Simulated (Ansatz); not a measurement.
# AlAs: pressure against volume

An exercise on one series of results from a longer session: the logs are not shown, and one member is left open.

Method: DFT PBEsol, scalar-relativistic, in Ansatz 0.2.0.

**The system as given**

Symmetry: F-43m, No. 216, cubic system. The conventional cell has a = 5.661 Å, b = 5.661 Å, c = 5.661 Å, α = 90.00°, β = 90.00°, γ = 90.00°. Around Al (site symmetry -43m) lie 4 As at 2.45 Å. As (site symmetry -43m) is surrounded by 4 Al at 2.45 Å.

Coordinates:

```xyz
2
Lattice="0.0000 2.8304 2.8304 2.8304 0.0000 2.8304 2.8304 2.8304 0.0000" Properties=species:S:1:pos:R:3 pbc="T T T"
Al    0.0000    0.0000    0.0000
As    4.2456    4.2456    4.2456
```

The structure is an experimental refinement, used without relaxation.

Atoms are numbered in the order of the input: Al1, As2.

The first run:

input.yaml

```yaml
crystal:
  lattice:
    - [0.0, 2.7731120344, 2.7731120344]
    - [2.7731120344, 0.0, 2.7731120344]
    - [2.7731120344, 2.7731120344, 0.0]
  atoms:
    - { symbol: Al, position: [0.0, 0.0, 0.0] }
    - { symbol: As, position: [0.75, 0.75, 0.75] }
kpoints:
  mp_grid: { grid: [10, 10, 10] }
scf:
  occupations: { method: fermi_dirac, width: 0.05 }
hamiltonian:
  xc: pbesol
  pseudopotentials: { kind: all_electron, lapw: { basis_error: 0.0005 } }
output:
  forces: true
  stress: true
  eigenvalues: true
```

The run is started by

```bash
> ansatz run input.yaml --threads 1 --pin off --max-ram 3072MiB --backend cpu --events-out ev --progress --plain --runs-dir out
```

Steps of the session up to this table: Volume × 0.9405, LAPW; Volume × 0.9405, PAW; Volume × 0.9405, crystal datasets; Volume × 0.98, LAPW; Volume × 0.98, PAW; Volume × 1.02, LAPW; Volume × 1.06, LAPW.

One table of the session follows, with a row left open; its other results are not shown here.

It belongs to the step «Fits». 

```
          method  volume (Å³/atom)  F above the lowest (meV/atom)  gap on the k mesh (eV)
            LAPW            21.326                           25.0                    1.22
            LAPW            22.221                            3.6                    1.30
            LAPW            22.675                            0.0                    1.33
            LAPW            23.128                            0.6                    1.36
            LAPW            24.035                           12.7                    1.42
             PAW            21.326                              ?                       ?
             PAW            22.221                            3.7                    1.30
             PAW            22.675                            0.0                    1.33
crystal datasets            21.326                              –                    1.22
crystal datasets            22.675                              –                    1.33
```

**Question.** Estimate the row for PAW, 21.326.

**Answer.** F above the lowest (meV/atom): 25.3; gap on the k mesh (eV): 1.22.

Caveats from the session: Warnings in the runs' records: crystal datasets made.
